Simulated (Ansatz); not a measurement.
# AlN (P6_3mc):Zn_Al, thermodynamic levels from a 72-atom cell

Aim: at which Fermi levels does Zn_Al in AlN (P6_3mc) change its charge? The model is a cell of 72 host atoms with 1 Al taken out and 1 Zn put in.

Calculated with Ansatz 0.2.0; place-levels on r2SCAN runs: charge-transition levels and formation energies with image-charge correction and potential alignment at the atomic sites; PAW set soft_1.

**1. Starting point**

The cell holds 72 atoms: 35 Al, 36 N and 1 Zn. Its edges and angles: a = 9.320 Å, b = 9.320 Å, c = 9.956 Å, α = 90.0°, β = 90.0°, γ = 120.0°. It derives from AlN (space group P6_3mc). Nearest the centre at fractional (0.444, 0.556, 0.500): Zn34 at 0.00 Å, N11 at 1.89 Å, N43 at 1.89 Å, N35 at 1.89 Å, N40 at 1.90 Å, Al9 at 3.07 Å, Al13 at 3.07 Å, Al41 at 3.07 Å.

Structure file:

```xyz
72
Lattice="9.3196 0.0000 0.0000 -4.6598 8.0710 0.0000 0.0000 0.0000 9.9565" Properties=species:S:1:pos:R:3 pbc="T T T"
Al    1.5533    0.8968    2.4852
Al    0.0000    1.7936    4.9743
N     1.5533    0.8968    4.3848
N     0.0000    1.7936    1.8957
Al    1.5533    0.8968    7.4634
Al    0.0000    1.7936    9.9525
N     1.5533    0.8968    9.3631
N     0.0000    1.7936    6.8739
Al    0.0000    3.5871    2.4852
Al   -1.5533    4.4839    4.9743
N     0.0000    3.5871    4.3848
N    -1.5533    4.4839    1.8957
Al    0.0000    3.5871    7.4634
Al   -1.5533    4.4839    9.9525
N     0.0000    3.5871    9.3631
N    -1.5533    4.4839    6.8739
Al   -1.5533    6.2774    2.4852
Al   -3.1065    7.1742    4.9743
N    -1.5533    6.2774    4.3848
N    -3.1065    7.1742    1.8957
Al   -1.5533    6.2774    7.4634
Al   -3.1065    7.1742    9.9525
N    -1.5533    6.2774    9.3631
N    -3.1065    7.1742    6.8739
Al    4.6598    0.8968    2.4852
Al    3.1065    1.7936    4.9743
N     4.6598    0.8968    4.3848
N     3.1065    1.7936    1.8957
Al    4.6598    0.8968    7.4634
Al    3.1065    1.7936    9.9525
N     4.6598    0.8968    9.3631
N     3.1065    1.7936    6.8739
Al    3.1065    3.5871    2.4852
Zn    1.5533    4.4839    4.9743
N     3.1065    3.5871    4.3848
N     1.5533    4.4839    1.8957
Al    3.1065    3.5871    7.4634
Al    1.5533    4.4839    9.9525
N     3.1065    3.5871    9.3631
N     1.5533    4.4839    6.8739
Al    1.5533    6.2774    2.4852
Al    0.0000    7.1742    4.9743
N     1.5533    6.2774    4.3848
N     0.0000    7.1742    1.8957
Al    1.5533    6.2774    7.4634
Al    0.0000    7.1742    9.9525
N     1.5533    6.2774    9.3631
N     0.0000    7.1742    6.8739
Al    7.7663    0.8968    2.4852
Al    6.2130    1.7936    4.9743
N     7.7663    0.8968    4.3848
N     6.2130    1.7936    1.8957
Al    7.7663    0.8968    7.4634
Al    6.2130    1.7936    9.9525
N     7.7663    0.8968    9.3631
N     6.2130    1.7936    6.8739
Al    6.2130    3.5871    2.4852
Al    4.6598    4.4839    4.9743
N     6.2130    3.5871    4.3848
N     4.6598    4.4839    1.8957
Al    6.2130    3.5871    7.4634
Al    4.6598    4.4839    9.9525
N     6.2130    3.5871    9.3631
N     4.6598    4.4839    6.8739
Al    4.6598    6.2774    2.4852
Al    3.1065    7.1742    4.9743
N     4.6598    6.2774    4.3848
N     3.1065    7.1742    1.8957
Al    4.6598    6.2774    7.4634
Al    3.1065    7.1742    9.9525
N     4.6598    6.2774    9.3631
N     3.1065    7.1742    6.8739
```

Known beforehand: the electronic dielectric constant, (4.49, 4.49, 4.72), and the static one, (8.15, 8.15, 9.65), computed on the host (DFPT, PBEsol, on the r2SCAN cell), and a cell off the functional's own equilibrium shifts the ionic part.

The cell's shortest repeat is 9.3 Å.

**2. The runs of each charge state**

A transition level is the Fermi level at which two charge states cost the same, so each charge needs its own total energy, at its own relaxed structure.

Each atom starts 0.05 Å or so off its site in a random direction: a symmetric start keeps its symmetry, and would miss off-centre moves and Jahn–Teller distortions. Forces are taken at one point at (¼, ¼, ¼). The cell holds 1 electron more than the neutral one, with a uniform background that keeps it neutral on the whole.

The sampling was tested on the host first: at the k-points planned (1x1x1 shifted 0.25 0.25 0.25) its energy lies -0.014 eV an atom from the dense-mesh value, under the bound of 0.02 eV set for this test; that bounds the host's error, not the defect's.

One state's input; the others differ in charge, spin, start and seed, and in occupations where the table says so.

File qm1.relax/input.yaml:

```yaml
crystal:
  lattice:
    - [3.10652185, 3.0e-08, 0.0]
    - [-1.55326095, 2.69032682, 0.0]
    - [0.0, 0.0, 4.97823886]
  atoms:
    - { symbol: Al, position: [0.66666667, 0.33333333, 0.49920333] }
    - { symbol: Al, position: [0.33333333, 0.66666667, 0.99920333] }
    - { symbol: "N", position: [0.66666667, 0.33333333, 0.88079667] }
    - { symbol: "N", position: [0.33333333, 0.66666667, 0.38079667] }
  supercell: [3, 3, 2]
  defects: [{ substitution: { at: 33, symbol: Zn } }]
total_charge: -1
basis:
  ecutwfc: 500
  xc_grid: 2
hamiltonian:
  xc: r2scan
  pseudopotentials: { kind: paw, azcp: { folder: soft_1 } }
kpoints:
  mp_grid: { grid: [1, 1, 1], shift: [0.25, 0.25, 0.25] }
scf:
  occupations: { method: fixed }
  max_iter: 100
output:
  forces: true
  charged_corrections: { epsilon: [4.49, 4.49, 4.72], static_epsilon: [8.15, 8.15, 9.65] }
relax:
  f_tol: 0.02
  max_steps: 80
  random_displacement: { amplitude: 0.05, seed: 8897 }
checkpoint:
  write: "../qm1.relax.run"
  compress: false
  write_wavefunctions: true
  write_every: 100000
```

The run is started by

```console
ansatz run input.yaml --threads 4 --pin off --max-ram 7536MiB --backend cpu --events-out ev --progress --plain --runs-dir out
```

Defect states can disperse in a cell of this size, so the energy is taken again at a 2×2×2 shifted mesh, on the relaxed structure.

The run of this state that the levels use, under r2SCAN:

File qm1.point/input.yaml:

```yaml
crystal:
  checkpoint: "../qm1.relax.run"
  host: checkpoint
total_charge: -1
basis:
  ecutwfc: 500
  xc_grid: 2
hamiltonian:
  xc: r2scan
  pseudopotentials: { kind: paw, azcp: { folder: soft_1 } }
kpoints:
  mp_grid: { grid: [2, 2, 2], shift: [0.5, 0.5, 0.5] }
scf:
  occupations: { method: fermi_dirac, width: 0.01 }
  max_iter: 100
output:
  forces: true
  eigenvalues: true
  charged_corrections:
    epsilon: [4.49, 4.49, 4.72]
    static_epsilon: [8.15, 8.15, 9.65]
    defect_position: [0.444444, 0.555556, 0.499602]
  eigenstates: { localisation: true }
  populations: true
  band_densities: [{ bands: [v1, v1] }, { bands: [c1, c1] }]
  write_density: true
  write_potential: true
  volumetric_format: npy
checkpoint:
  read: "../qm1.relax.run"
  write: "../qm1.point.run"
  compress: false
  write_wavefunctions: false
  write_every: 100000
```

Relaxations under r2SCAN at one point at (¼, ¼, ¼); times on 4 threads of Arm Neoverse V1, shared host:

```csv
charge,moment (μB),occupations,outcome,steps,largest displacement against the far atoms (Å),time
−1,0,fixed,converged,5,0.14,83 s
0,1,fixed,converged,8,0.13,5 min
+1,0,fixed,converged,8,0.12,2.9 min
+1,2,fixed,converged,8,0.11,4.7 min
```

Single points under r2SCAN at a 2×2×2 shifted mesh; times on 4 threads of Arm Neoverse V1, shared host:

```csv
charge,moment (μB),occupations,outcome,time
−1,0,fermi-dirac,converged,83 s
0,1,fermi-dirac,converged,3.3 min
+1,0,fermi-dirac,converged,98 s
+1,2,fermi-dirac,converged,3.7 min
```

Distances (Å) from Zn34 to the nearest atoms after relaxation with r2SCAN:

```csv
charge,moment (μB),1.,2.,3.,4.,5.,6.
−1,0,N 2.00,N 2.01,N 2.01,N 2.02,Al 3.06,Al 3.06
0,1,N 1.97,N 1.97,N 1.97,N 2.10,N 3.00,Al 3.01
+1,0,N 1.95,N 1.98,N 1.98,N 2.05,Al 3.04,N 3.05
+1,2,N 1.94,N 1.94,N 2.04,N 2.06,Al 3.03,N 3.03
```

**3. Placing the levels, r2SCAN**

A charged cell interacts with its images and the background, and its potential has another zero than the host's. place-levels removes the first by a point-charge model, screened by the static dielectric constant since the ions have relaxed around the charge, and the second by comparing potentials at atoms far from the defect.

The host is a run of the defect-free crystal in the same cutoffs, grids and k-points, so that basis and sampling errors cancel in part in the differences. The host is run in a cell of 8 atoms on a matching mesh. Its band edges are searched through the zone by a band path, so the gap is smaller than, or equal to, that on the mesh. Chemical potentials are energies per atom of Al (fcc) and Zn (hcp), run with the same functional and cutoff.

File levels.point.yaml:

```yaml
host:
  run: host.point.run
states: [qm1.point.run, q0_M1.point.run, qp1.point.run, qp1_M2.point.run]
geometry_from:
  qm1.point.run: qm1.relax.run
  q0_M1.point.run: q0_M1.relax.run
  qp1.point.run: qp1.relax.run
  qp1_M2.point.run: qp1_M2.relax.run
  host.point.run: host.relax.run
chemical_potentials:
  Al:
    energy: -540.418346
    dataset: <sha256 of the dataset>
  Zn:
    energy: -3325.676395
    dataset: "<sha256 of the dataset>"
epsilon: [4.49, 4.49, 4.72]
static_epsilon: [8.15, 8.15, 9.65]
vertical:
  - { from: qm1.point.run, to: qm1.point_neutral.run }
  - { from: qp1.point.run, to: qp1.point_neutral.run }
  - { from: qp1_M2.point.run, to: qp1_M2.point_neutral.run }
```

The run is started by

```console
ansatz place-levels levels.point.yaml -- --threads 4 --pin off --max-ram 7536MiB
```

Numbers of over 12 decimals in the logs are rounded to 6 here.

The program printed:

```text
[... repeated set-up lines and file paths are left out, and long positions are rounded to six places ...]
(+1/0) 0.028 eV beneath the valence edge (-0.171 eV without the band-filling correction), in the valence band
(0/-1) 0.574 eV above the valence edge, 4.304 eV under the conduction edge
formation energy of charge +1: +4.942 eV with the Fermi level at the valence edge
formation energy of charge 0: +4.915 eV with the Fermi level at the valence edge
formation energy of charge -1: +5.489 eV with the Fermi level at the valence edge
vertical -1 to 0: no energy, since no alignment is typed
  the change from vertical[0].from (qm1.point.run) to vertical[0].to (qm1.point_neutral.run): by its potential at epsilon [4.49, 4.49, 4.72] it stands at 0.465 0.534 0.472, with an rms radius of about 2.8 Å (1.6 1.6 1.8 Å across the planes of the cell's [...]
vertical +1 to 0: no energy, since no alignment is typed
  the change from vertical[1].from (qp1.point.run) to vertical[1].to (qp1.point_neutral.run): by its potential at epsilon [4.49, 4.49, 4.72] it stands at 0.466 0.526 0.404, with an rms radius of about 4.0 Å (2.4 2.4 2.1 Å across the planes of the cell's [...]
vertical +1 to 0: no energy, since no alignment is typed
  the change from vertical[2].from (qp1_M2.point.run) to vertical[2].to (qp1_M2.point_neutral.run): by its potential at epsilon [4.49, 4.49, 4.72] it stands at 0.484 0.521 0.448, with an rms radius of about 2.5 Å (1.5 1.5 1.4 Å across the planes of the cell's [...]
  edges by r2scan, gap 4.878 eV; the host is sampled to repeats of 18.64 Å
  the defect's cells are sampled to repeats of 18.64 Å, like sampling
  charge +1: -36212.6019 eV with its correction of +0.251 eV, at epsilon [8.15, 8.15, 9.65], aligned at sites: -0.0117 eV, mean over 33 atomic sites at or beyond 4.66 Å from the host's site at [0.4444, 0.5556, 0.4997] by the defect at [0.4444, 0.5556, [...]
  states[3] (qp1_M2.point.run): levels filled in part (TS 0.004 eV): its energy is of no whole electron's
  charge 0: +0.000 eV for its dipole among its images, +0.008 omitted
  charge -1: -36198.3631 eV with its correction of +0.209 eV, at epsilon [8.15, 8.15, 9.65], aligned at sites: +0.0538 eV, mean over 33 atomic sites at or beyond 4.66 Å from the host's site at [0.4444, 0.5556, 0.4997] by the defect at [0.4444, 0.5556, [...]
  charge +1: states[2] (qp1.point.run) stands 0.132 eV higher, with a moment of 0.00 μB against 2.00
  states[2] (qp1.point.run): levels filled in part (TS 0.015 eV): its energy is of no whole electron's
  of states[3] (qp1_M2.point.run): it parts from the run at its places by a charge that spreads by about 1.5 Å along one vector (1.4 Å or more is wide), by its potential at epsilon [4.49, 4.49, 4.72], taken for that of held ions (one typed too small widens [...]
  of states[1] (q0_M1.point.run): stability_check_not_made
  of states[0] (qm1.point.run): it parts from the run at its places by a charge that spreads by about 1.6 Å along one vector (1.4 Å or more is wide), by its potential at epsilon [4.49, 4.49, 4.72], taken for that of held ions (one typed too small widens it), [...]
  of states[2] (qp1.point.run): it parts from the run at its places by a charge that spreads by about 2.4 Å along one vector (1.4 Å or more is wide), by its potential at epsilon [4.49, 4.49, 4.72], taken for that of held ions (one typed too small widens it), [...]
  of vertical[0].from (qm1.point.run): it parts from the run at its places by a charge that spreads by about 1.6 Å along one vector (1.4 Å or more is wide), by its potential at epsilon [4.49, 4.49, 4.72], taken for that of held ions (one typed too small [...]
  vertical[0].to (qm1.point_neutral.run): levels filled in part (TS 0.008 eV): its energy is of no whole electron's
  of vertical[0].to (qm1.point_neutral.run): stability_check_not_made
  vertical[1].from (qp1.point.run): levels filled in part (TS 0.015 eV): its energy is of no whole electron's
  of vertical[1].from (qp1.point.run): it parts from the run at its places by a charge that spreads by about 2.4 Å along one vector (1.4 Å or more is wide), by its potential at epsilon [4.49, 4.49, 4.72], taken for that of held ions (one typed too small [...]
  of vertical[1].to (qp1.point_neutral.run): stability_check_not_made
  vertical[2].from (qp1_M2.point.run): levels filled in part (TS 0.004 eV): its energy is of no whole electron's
  of vertical[2].from (qp1_M2.point.run): stability_check_not_made; [...]
  of vertical[2].to (qp1_M2.point_neutral.run): it set out from the moments of a save, which an earlier run chose (saved_moments_taken); stability_check_not_made
```

Elapsed: 0.45 s, on 4 threads of Arm Neoverse V1, shared host.

Levels between the charges placed, in eV above the valence top:

```csv
,gap (eV),(+1/0),(0/−1)
r2SCAN,4.88,-0.03,0.57
```

Corrections by state:

```csv
charge,moment (μB),image terms and alignment (eV),band filling (eV),ε used,"over the lowest of its charge, as the program ranks them, band filling apart (eV)"
+1,2.0,0.251,-0.144,"principal values (8.15, 8.15, 9.65)",0.000
0,1.0,0.000,-,-,0.000
−1,0.0,0.209,-,"principal values (8.15, 8.15, 9.65)",0.000
+1,0.0,0.214,-,"principal values (8.15, 8.15, 9.65)",0.132
```

The charged structures listed were also run neutral, and place-levels reads from each pair, by the potential or the spins, how wide the charge is by which they differ; that can be the carrier of either run.

```csv
charge,rms radius (Å),spread where it is widest against the cell (Å),wide from (Å),reading
+1,2.5,1.54,1.40,wide
−1,2.8,1.56,1.40,wide
```

The neutral runs of these pairs need not share the spin of the lowest neutral state, and very wide values only mean spread over the cell.

From the program's caveats on the states, each cut to its opening words:

- charge +1 (2 μB): it parts from the run at its places by a charge that spreads by about 1.5 Å along one vector (1.4 Å or more is wide), by its potential at epsilon [4.49, 4.49, [...]
- charge +1 (2 μB): a band-filling correction moves a carrier to the host's band edge, which changes its energy by -0.144 eV
- charge +1 (2 μB), 0 (1 μB): flagged: stability check not made
- charge −1: it parts from the run at its places by a charge that spreads by about 1.6 Å along one vector (1.4 Å or more is wide), by its potential at epsilon [4.49, 4.49, [...]
- charge +1: it parts from the run at its places by a charge that spreads by about 2.4 Å along one vector (1.4 Å or more is wide), by its potential at epsilon [4.49, 4.49, [...]
- charge +1: the host's ions (past the first shell or, of a walk that freed a part, those that it held) aren't shown at rest: they stand up to 0.044 Å off their sites, 0.46 [...]

The host's formation energy from the elements is -1.627 eV per atom; it sets how far the chemical potentials can move.

Limit set by the element alone; other compounds of these elements are not counted. Chemical potentials from the elements' reference states: Al 0.00 eV, N -3.25 eV, Zn 0.00 eV. Formation energies (Al-rich), with the Fermi level at the valence top and at the conduction bottom (gap 4.88 eV):

```csv
charge,at valence top (eV),at conduction bottom (eV),correction included (eV)
+1,4.94,9.82,0.11
0,4.91,4.91,0.00
−1,5.49,0.61,0.21
```

| Fermi level (eV) | lowest formation energy (eV) |
| --- | --- |
| 0.00 | 4.91 |
| 0.44 | 4.91 |
| 0.89 | 4.60 |
| 1.33 | 4.16 |
| 1.77 | 3.72 |
| 2.22 | 3.27 |
| 2.66 | 2.83 |
| 3.11 | 2.38 |
| 3.55 | 1.94 |
| 3.99 | 1.50 |
| 4.43 | 1.05 |
| 4.88 | 0.61 |

Limit set by the element alone; other compounds of these elements are not counted. Chemical potentials from the elements' reference states: N 0.00 eV, Al -3.25 eV, Zn 0.00 eV. Formation energies (N-rich), with the Fermi level at the valence top and at the conduction bottom (gap 4.88 eV):

```csv
charge,at valence top (eV),at conduction bottom (eV),correction included (eV)
+1,1.69,6.57,0.11
0,1.66,1.66,0.00
−1,2.24,-2.64,0.21
```

Fermi level (eV), lowest formation energy (eV) and a bar from the least value:
```
     0.00       1.66 ##############################
     0.44       1.66 ##############################
     0.89       1.35 ############################
     1.33       0.91 #########################
     1.77       0.46 ######################
     2.22       0.02 ###################
     2.66      -0.43 ###############
     3.11      -0.87 ############
     3.55      -1.31 #########
     3.99      -1.76 ######
     4.43      -2.20 ###
     4.88      -2.64
```

**4. The same at the relaxations' own k-points**

The relaxations' own energies give the levels at their sampling, for comparison.

File levels.relax_mesh.yaml:

```yaml
host:
  run: host.relax.run
states: [qm1.relax.run, q0_M1.relax.run, qp1.relax.run, qp1_M2.relax.run]
chemical_potentials:
  Al:
    energy: -540.418346
    dataset: <sha256 of the dataset>
  Zn:
    energy: -3325.676395
    dataset: "<sha256 of the dataset>"
```

The run is started by

```console
ansatz place-levels levels.relax_mesh.yaml -- --threads 4 --pin off --max-ram 7536MiB
```

The program printed:

```text
[...]
(0/-1) 0.595 eV above the valence edge, 4.290 eV under the conduction edge
formation energy of charge +1: +4.940 eV with the Fermi level at the valence edge
formation energy of charge 0: +4.903 eV with the Fermi level at the valence edge
formation energy of charge -1: +5.499 eV with the Fermi level at the valence edge
  edges by r2scan, gap 4.886 eV; the host is sampled to repeats of 13.64 Å
[... the lines on each state left out ...]
```

Wall time 0.13 s (4 threads).

Levels between neighbouring charges, in eV above the valence top:

```csv
,gap (eV),(+1/0),(0/−1)
"one point at (¼, ¼, ¼)",4.89,-0.04,0.60
a 2×2×2 shifted mesh,4.88,-0.03,0.57
```

Going from one point at (¼, ¼, ¼) to a 2×2×2 shifted mesh moves the levels that carry no band-filling term by up to 0.02 eV and formation energies against the elements by up to 0.01 eV; band-filling terms, which differ between samplings, are in these energies.

**5. Outcome**

| Quantity | Value |
| --- | --- |
| gap of the host | 4.88 eV (r2SCAN) |
| level (plus 1/0) | 0.03 eV below the valence top (-0.17 eV above the valence top without the band-filling term) |
| level (0/minus 1) | 0.57 eV above the valence top |
| lowest of the charges placed, just above the valence top (0.02 eV) | 0 |
| lowest of the charges placed, just below the conduction bottom (0.02 eV) | −1 |
| lowest formation energy at mid-gap of the charges run, Al-rich | 3.05 eV |
| lowest formation energy at mid-gap of the charges run, N-rich | -0.20 eV |

In words: Of the charges placed (−1, 0 and +1), the lowest changes at 0.57 eV (0/−1) above the valence top, in a gap of 4.88 eV. Charges below −1 were not placed, so these runs say nothing of levels that involve them. States placed: +1 at 2 μB and 0 μB; 0 at 1 μB; −1 at 0 μB. Other spin states or structures, where not listed, weren't placed. The program finds carriers beyond a band edge of the host and adds a band-filling term at charge +1 (-0.14 eV); steps to such a charge show no bound level, and a defect level inside a band would be read the same way. Zn is taken at its element; compounds, which aren't counted here, bound the chemical potentials and would shift these formation energies. Going from one point at (¼, ¼, ¼) to a 2×2×2 shifted mesh moves the levels that carry no band-filling term by up to 0.02 eV and formation energies against the elements by up to 0.01 eV; band-filling terms, which differ between samplings, are in these energies. What this leaves open: r2SCAN makes the gap too small and tends to spread out bound carriers; where a gas molecule sets a chemical potential or the host's formation energy, its binding is uncorrected; force components of up to 0.28 eV/Å remain in a run at the final settings.

[Logs are printed without paths, hosts, clocks, repeated set-up lines and the standing remarks that a program may print on its own settings, such as how far it seeks lower states.]

[Hosts, paths, dates, database ids (printed as entryN), source tags and the programs' standing remarks are cut or masked in the printed files.]

[Where a table of states has a column of steps, it counts the stored structures, which are thinned; the runs took as many ionic steps or more.]

[A defect's name tells the site on which it was built; relaxed atoms can leave that site.]

[For some hosts the program warned that the k-mesh of the response run may be too coarse for force constants and the static dielectric constant; such warnings are not shown here.]
